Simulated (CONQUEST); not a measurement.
# TiO2 (Anatase) (I4_1/amd) in CONQUEST: a series of runs

The runs below take TiO2 (Anatase) through equation of state, with PBE.

Program: CONQUEST 1.3. These are calculated values, not measurements. Logs are shortened: lines on timing, memory, paths and dates and some standing lists are left out, and cuts for length are marked.

## Step 1: The crystal as given

Symmetry: I4_1/amd, No. 141, tetragonal system. The conventional cell has a = 3.784 Å, b = 3.784 Å, c = 9.515 Å, α = 90.00°, β = 90.00°, γ = 90.00°. Ti (site symmetry -4m2) is surrounded by 6 O at 1.93 to 1.98 Å. O (site symmetry 2mm) is surrounded by 3 Ti at 1.93 to 1.98 Å.

## Step 2: Equation of state, PBE, 10.67 Å³/atom (volume scaled by 0.94)

Conquest_input reads:

```
IO.Title TiO2
IO.Coordinates coords.dat
IO.FractionalAtomicCoords T
IO.Iprint 2
IO.Iprint_init 1
General.NumberOfSpecies 2
General.PseudopotentialType hamann
AtomMove.TypeOfRun static
AtomMove.FullStress T
Grid.PointsAlongX 40
Grid.PointsAlongY 40
Grid.PointsAlongZ 100
DM.SolutionMethod diagon
Diag.MPMesh T
Diag.GammaCentred T
Diag.MPMeshX 7
Diag.MPMeshY 7
Diag.MPMeshZ 3
Diag.kT 0.00183747
minE.SCTolerance 1e-6
SC.MaxIters 100
IO.AtomChargeOutput T
%block ChemicalSpeciesLabel
1 47.880 Ti
2 16.000 O
%endblock
```

coords.dat reads:

```
    7.0051197902     0.0000000000     0.0000000000
    0.0000000000     7.0051197902     0.0000000000
    0.0000000000     0.0000000000    17.6129466613
12
  0.0000000000   0.5000000000   0.2500000000 1 T T T
  0.5000000000   0.0000000000   0.7500000000 1 T T T
  0.0000000000   0.0000000000   0.0000000000 1 T T T
  0.5000000000   0.5000000000   0.5000000000 1 T T T
  0.0000000000   0.0000000000   0.7919000000 2 T T T
  0.5000000000   0.5000000000   0.2919000000 2 T T T
  0.0000000000   0.5000000000   0.0419000000 2 T T T
  0.5000000000   0.0000000000   0.5419000000 2 T T T
  0.0000000000   0.5000000000   0.4581000000 2 T T T
  0.5000000000   0.0000000000   0.9581000000 2 T T T
  0.0000000000   0.0000000000   0.2081000000 2 T T T
  0.5000000000   0.5000000000   0.7081000000 2 T T T
```

Potentials or basis: PseudoDojo NC PBE, SZP, grid of 40 × 40 × 100 points.

Command:

```console
$ Conquest
```

Log:

```text
Simulation cell dimensions:     7.0051 a0 x     7.0051 a0 x    17.6129 a0

      Atomic coordinates (a0)
         Atom         X         Y         Z  Species
            1    0.0000    3.5026    4.4032        1
            2    3.5026    0.0000   13.2097        1
            3    0.0000    0.0000    0.0000        1
            4    3.5026    3.5026    8.8065        1
            5    0.0000    0.0000   13.9477        2
            6    3.5026    3.5026    5.1412        2
            7    0.0000    3.5026    0.7380        2
            8    3.5026    0.0000    9.5445        2
            9    0.0000    3.5026    8.0685        2
           10    3.5026    0.0000   16.8750        2
           11    0.0000    0.0000    3.6653        2
           12    3.5026    3.5026   12.4717        2

         Monkhorst-Pack mesh:   7 x   7 x   3 gamma-centred
        This calculation includes non-local pseudopotentials,
         with a maximum core radius of      8.22691935

    Job title: TiO2
    Job to be run: static calculation

[... 5 lines left out ...]
      Using Fermi-Dirac smearing

    Integration grid size:     40 x   40 x  100

    Integration grid spacing:  0.175 a0 x 0.175 a0 x 0.176 a0

    Number of species:  2
    --------------------------------------------------------
    |   #  mass (au)  Charge (e)  SF Rad (a0)  NSF  Label  |
    --------------------------------------------------------
    |   1     47.880      12.000        8.454   13  Ti     |
    |   2     16.000       6.000        5.108    9  O      |
    --------------------------------------------------------
          SCF tolerance:                 0.00000100
          SCF iterations:               100

    The functional used will be GGA PBE96

           radial cut-off to be used is taken to be max PAO cut-off radius for this species:    8.226919

           greatest ang. mom. for making density from PAOs:  2

           radial cut-off to be used is taken to be max PAO cut-off radius for this species:    4.914330

           greatest ang. mom. for making density from PAOs:  2
    Minimum blocs/proc is     2500. Maximum blocs/proc is     2500
    set_atom_dens: In set_atomic_density, electrons :      96.000000000000
 matrix_size & matrix_size_padH =          124         124

    Screened ion int: energy:    -285.216132891828 Ha

    new_SC_potl: Starting.  Tolerance:  0.10000E-05

    PulayMixSC: Starting Pulay mixing, A_up =  0.500 A_dn =  0.500
    PulayMixSC: Spin non-polarised calculation.
          Harris-Foulkes Energy            :      -370.844598300753319 Ha
          (TS=0 as O(N) or entropic contribution is negligible)
          DFT Total Energy                 :      -368.788278390427763 Ha
          Total number of electrons        :        96.000000000002785
    PulayMixSC: Pulay iteration     1 residual:              0.72703E-02
          Harris-Foulkes Energy            :      -370.772954715586650 Ha
          GroundState Energy (E-(1/2)TS)   :      -370.773701284087451 Ha
          Free Energy (E-TS)               :      -370.774447852588253 Ha
          DFT Total Energy                 :      -365.508942986514739 Ha
          Total number of electrons        :        95.999988142012995
    PulayMixSC: Pulay iteration     2 residual:              0.11153E-01
          Harris-Foulkes Energy            :      -370.285356703118509 Ha
          (TS=0 as O(N) or entropic contribution is negligible)
          DFT Total Energy                 :      -369.953986645329906 Ha
          Total number of electrons        :        95.999983535802471
    PulayMixSC: Pulay iteration     3 residual:              0.27744E-02
          Harris-Foulkes Energy            :      -370.209080350314593 Ha
          (TS=0 as O(N) or entropic contribution is negligible)
          DFT Total Energy                 :      -370.172109304283708 Ha
          Total number of electrons        :        95.999975423954993
    PulayMixSC: Pulay iteration     4 residual:              0.98341E-03
          Harris-Foulkes Energy            :      -370.201100290350837 Ha
          (TS=0 as O(N) or entropic contribution is negligible)
          DFT Total Energy                 :      -370.196633432084980 Ha
          Total number of electrons        :        95.999964591666568
    PulayMixSC: Pulay iteration     5 residual:              0.30635E-03
          Harris-Foulkes Energy            :      -370.200073492929619 Ha
          (TS=0 as O(N) or entropic contribution is negligible)
          DFT Total Energy                 :      -370.199230784979022 Ha
          Total number of electrons        :        95.999964781073473
    PulayMixSC: Pulay iteration     6 residual:              0.13664E-03
          Harris-Foulkes Energy            :      -370.199883349460720 Ha
          (TS=0 as O(N) or entropic contribution is negligible)
          DFT Total Energy                 :      -370.199882627403952 Ha
          Total number of electrons        :        95.999965191674391
    PulayMixSC: Pulay iteration     7 residual:              0.44642E-05
          Harris-Foulkes Energy            :      -370.199883258352827 Ha
          (TS=0 as O(N) or entropic contribution is negligible)
          DFT Total Energy                 :      -370.199882567040731 Ha
          Total number of electrons        :        95.999965196587823
    PulayMixSC: Pulay iteration     8 residual:              0.39150E-05
          Harris-Foulkes Energy            :      -370.199883096924509 Ha
          (TS=0 as O(N) or entropic contribution is negligible)
          DFT Total Energy                 :      -370.199883096875055 Ha
          Total number of electrons        :        95.999965204130490
    PulayMixSC: Pulay iteration     9 residual:              0.16983E-06
    PulayMixSC: Reached SCF tolerance of  0.16983E-06 after      9 iterations
      | Number of electrons      =        95.999965
      |* band energy as 2Tr[K.H] =       -91.175390866272039 Ha
      |  screened ion-ion energy =      -285.216132891827726 Ha
      |  Ha correction           =        -1.945299833863491 Ha
      |  XC correction           =         8.136942516385893 Ha
      |* Harris-Foulkes energy   =      -370.199883096924509 Ha
      |* DFT total energy        =      -370.199883096875055 Ha
      |  estimated accuracy      =        -0.000000000049454 Ha

    force: Forces on atoms (Ha/a0)
    force:  Atom   X              Y              Z
    force:     1  -0.0000000000  -0.0000000000   0.0000000000
    force:     2  -0.0000000000  -0.0000000000  -0.0000000000
    force:     3   0.0000000000   0.0000000000   0.0000000000
    force:     4  -0.0000000000  -0.0000000000  -0.0000000000
    force:     5  -0.0000000000  -0.0000000000  -0.0111256035
    force:     6  -0.0000000000  -0.0000000000  -0.0111256035
    force:     7  -0.0000000000  -0.0000000000  -0.0111256035
    force:     8  -0.0000000000   0.0000000000  -0.0111256035
    force:     9  -0.0000000000  -0.0000000000   0.0111256035
    force:    10  -0.0000000000  -0.0000000000   0.0111256035
    force:    11  -0.0000000000  -0.0000000000   0.0111256035
    force:    12  -0.0000000000  -0.0000000000   0.0111256035

    force: Maximum force :        0.01112560(Ha/a0) on atom         7 in z direction
    force: Force Residual:        0.00908402 Ha/a0
    force: Total stress:        -24.77522569     0.00000000     0.00000000 GPa
                             0.00000000   -24.77522569    -0.00000000
                             0.00000000    -0.00000000   -27.04055301
    force: Average pressure:     25.53033480 GPa

    force: Finished force
    get_E_and_F: Change in energy during last step of electronic optimisation:  0.16143E-06

    BIBLIOGRAPHY: Please consider citing the following references in the conquest.bib file

    CONQUEST:         Bowler2002pt, Miyazaki2004, Nakata2020
    Basis:            Bowler2019
    DM:               Bowler:2006xr
    Pseudopotentials: Hamann2013, Bowler2019
    XC functional:    Perdew1996
```

It took 1.8 min on 1 thread of Intel Xeon Platinum 8488C (Sapphire Rapids), shared host; peak memory 1.3 GiB.

Results:

| Quantity | Value |
| --- | --- |
| Free energy | -10073.6520 eV |
| Pressure | 25.5 GPa |
| Largest force | 0.572 eV/Å |
| Band gap on the k mesh | 1.90 eV |
| Mulliken charges | Ti +1.11; O -0.55 e |

Caveat: the atomic basis is small; Mulliken charges move with the basis; an odd mesh through Γ misses points on the zone boundary, where band edges often lie; the basis of atomic orbitals isn't converged, which shifts pressures, moduli and gaps.

## Step 3: Equation of state, PBE, 10.90 Å³/atom (volume scaled by 0.96)

Conquest_input is that of step 2.

coords.dat, as its differences from that of step 2:

```diff
@@ -1,4 +1,4 @@
-    7.0051197902     0.0000000000     0.0000000000
-    0.0000000000     7.0051197902     0.0000000000
-    0.0000000000     0.0000000000    17.6129466613
+    7.0544532451     0.0000000000     0.0000000000
+    0.0000000000     7.0544532451     0.0000000000
+    0.0000000000     0.0000000000    17.7369855837
 12
```

Potentials or basis: PseudoDojo NC PBE, SZP, grid of 40 × 40 × 100 points.

Command:

```console
$ Conquest
```

Wall time 1.8 min (1 thread of Intel Xeon Platinum 8488C (Sapphire Rapids), shared host); peak memory 1.3 GiB.

Results (log left out):

* Free energy: -10074.0407 eV
* Pressure: 19.9 GPa
* Largest force: 0.433 eV/Å
* Band gap on the k mesh: 1.87 eV
* Mulliken charges: Ti +1.10; O -0.55 e

Caveat: the atomic basis is small; Mulliken charges move with the basis; an odd mesh through Γ misses points on the zone boundary, where band edges often lie; the basis of atomic orbitals isn't converged, which shifts pressures, moduli and gaps.

## Step 4: Equation of state, PBE, 11.13 Å³/atom (volume scaled by 0.98)

Conquest_input is that of step 3.

coords.dat, as its differences from that of step 3:

```diff
@@ -1,4 +1,4 @@
-    7.0544532451     0.0000000000     0.0000000000
-    0.0000000000     7.0544532451     0.0000000000
-    0.0000000000     0.0000000000    17.7369855837
+    7.1031061842     0.0000000000     0.0000000000
+    0.0000000000     7.1031061842     0.0000000000
+    0.0000000000     0.0000000000    17.8593134878
 12
```

Command:

```console
$ Conquest
```

Run time: 1.8 min. Hardware: 1 thread of Intel Xeon Platinum 8488C (Sapphire Rapids), shared host; peak memory 1.3 GiB.

Results (log left out):

| Item | Value |
| --- | --- |
| Free energy | -10074.3287 eV |
| Pressure | 14.2 GPa |
| Largest force | 0.270 eV/Å |
| Band gap on the k mesh | 1.83 eV |
| Mulliken charges | Ti +1.10; O -0.55 e |

Caveat: the atomic basis is small; Mulliken charges move with the basis; an odd mesh through Γ misses points on the zone boundary, where band edges often lie; the basis of atomic orbitals isn't converged, which shifts pressures, moduli and gaps.

## Step 5: Equation of state, PBE, 11.35 Å³/atom

Conquest_input is that of step 4.

coords.dat, as its differences from that of step 4:

```diff
@@ -1,4 +1,4 @@
-    7.1031061842     0.0000000000     0.0000000000
-    0.0000000000     7.1031061842     0.0000000000
-    0.0000000000     0.0000000000    17.8593134878
+    7.1511016008     0.0000000000     0.0000000000
+    0.0000000000     7.1511016008     0.0000000000
+    0.0000000000     0.0000000000    17.9799881854
 12
```

Command:

```console
$ Conquest
```

It took 1.7 min on 1 thread of Intel Xeon Platinum 8488C (Sapphire Rapids), shared host; peak memory 1.2 GiB.

The run converged. Its results:

| Quantity | Value |
| --- | --- |
| Free energy | -10074.5247 eV |
| Pressure | 8.8 GPa |
| Largest force | 0.124 eV/Å |
| Band gap on the k mesh | 1.79 eV |
| Mulliken charges | Ti +1.10; O -0.55 e |

Caveat: the atomic basis is small; Mulliken charges move with the basis; an odd mesh through Γ misses points on the zone boundary, where band edges often lie; the basis of atomic orbitals isn't converged, which shifts pressures, moduli and gaps.

## Step 6: Equation of state, PBE, 11.58 Å³/atom (volume scaled by 1.02)

Conquest_input is that of step 5.

coords.dat, as its differences from that of step 5:

```diff
@@ -1,4 +1,4 @@
-    7.1511016008     0.0000000000     0.0000000000
-    0.0000000000     7.1511016008     0.0000000000
-    0.0000000000     0.0000000000    17.9799881854
+    7.1984612697     0.0000000000     0.0000000000
+    0.0000000000     7.1984612697     0.0000000000
+    0.0000000000     0.0000000000    18.0990644250
 12
```

Potentials or basis: PseudoDojo NC PBE, SZP, grid of 40 × 40 × 100 points.

Command:

```console
$ Conquest
```

Run time: 1.7 min. Hardware: 1 thread of Intel Xeon Platinum 8488C (Sapphire Rapids), shared host; peak memory 1.2 GiB.

It converged, with:

- Free energy: -10074.6342 eV
- Pressure: 4.3 GPa
- Largest force: 0.007 eV/Å
- Band gap on the k mesh: 1.76 eV
- Mulliken charges: Ti +1.09; O -0.55 e

Caveat: the atomic basis is small; Mulliken charges move with the basis; an odd mesh through Γ misses points on the zone boundary, where band edges often lie; the basis of atomic orbitals isn't converged, which shifts pressures, moduli and gaps.

## Step 7: Equation of state, PBE, 11.81 Å³/atom (volume scaled by 1.04)

Conquest_input is that of step 6.

coords.dat, as its differences from that of step 6:

```diff
@@ -1,4 +1,4 @@
-    7.1984612697     0.0000000000     0.0000000000
-    0.0000000000     7.1984612697     0.0000000000
-    0.0000000000     0.0000000000    18.0990644250
+    7.2452058345     0.0000000000     0.0000000000
+    0.0000000000     7.2452058345     0.0000000000
+    0.0000000000     0.0000000000    18.2165941106
 12
```

Command:

```console
$ Conquest
```

Run time: 1.7 min. Hardware: 1 thread of Intel Xeon Platinum 8488C (Sapphire Rapids), shared host; peak memory 1.2 GiB.

Results (log left out):

```
Free energy            : -10074.6754 eV
Pressure               : 0.6 GPa
Largest force          : 0.102 eV/Å
Band gap on the k mesh : 1.72 eV
Mulliken charges       : Ti +1.09; O -0.54 e
```

Caveat: the atomic basis is small; Mulliken charges move with the basis; an odd mesh through Γ misses points on the zone boundary, where band edges often lie; the basis of atomic orbitals isn't converged, which shifts pressures, moduli and gaps.

## Step 8: Equation of state, PBE, 12.04 Å³/atom (volume scaled by 1.06)

Conquest_input is that of step 7.

coords.dat, as its differences from that of step 7:

```diff
@@ -1,4 +1,4 @@
-    7.2452058345     0.0000000000     0.0000000000
-    0.0000000000     7.2452058345     0.0000000000
-    0.0000000000     0.0000000000    18.2165941106
+    7.2913548866     0.0000000000     0.0000000000
+    0.0000000000     7.2913548866     0.0000000000
+    0.0000000000     0.0000000000    18.3326265008
 12
```

Command:

```console
$ Conquest
```

Wall time 98 s (1 thread of Intel Xeon Platinum 8488C (Sapphire Rapids), shared host); peak memory 1.1 GiB.

Results (log left out):

* Free energy: -10074.6576 eV
* Pressure: -2.6 GPa
* Largest force: 0.159 eV/Å
* Band gap on the k mesh: 1.69 eV
* Mulliken charges: Ti +1.08; O -0.54 e

Caveat: the atomic basis is small; Mulliken charges move with the basis; an odd mesh through Γ misses points on the zone boundary, where band edges often lie; the basis of atomic orbitals isn't converged, which shifts pressures, moduli and gaps.

## Step 9: Equation of state, PBE

Potentials or basis: PseudoDojo NC PBE, SZP, grid of 40 × 40 × 100 points.

No new run: the results of the series are fitted here.

What came out:

| Item | Value |
| --- | --- |
| Equilibrium volume | 11.84 Å³/atom |
| Bulk modulus at fixed shape and positions | 186 GPa |
| Pressure derivative of the bulk modulus | 6.0 (rough: it moves with the points fitted) |

Energy against volume, from the lowest point:
| volume (Å³/atom) | energy (meV/atom) |
| --- | --- |
| 10.673 | 85.28 |
| 10.900 | 52.89 |
| 11.127 | 28.89 |
| 11.354 | 12.56 |
| 11.581 | 3.43 |
| 11.808 | 0.00 |
| 12.035 | 1.49 |

Caveat: the atomic basis is small; the cell was scaled at fixed shape and fractional positions, which overstates the stiffness of a crystal with free parameters, most of all of layers and chains; the basis of atomic orbitals isn't converged, which shifts pressures, moduli and gaps.

## Step 10: For comparison

An earlier run on the cell as given: functional PBE; potentials or basis PseudoDojo NC PBE, DZP, grid cutoff 150 Ha; k mesh 7 × 7 × 3; occupations fermi-dirac, width 0.05 eV; no spin polarisation.

- Pressure: 7.2 GPa
- Largest force: 0.039 eV/Å
- Band gap on the k mesh: 1.98 eV
- Mulliken charges: Ti +1.81; O -0.91 e
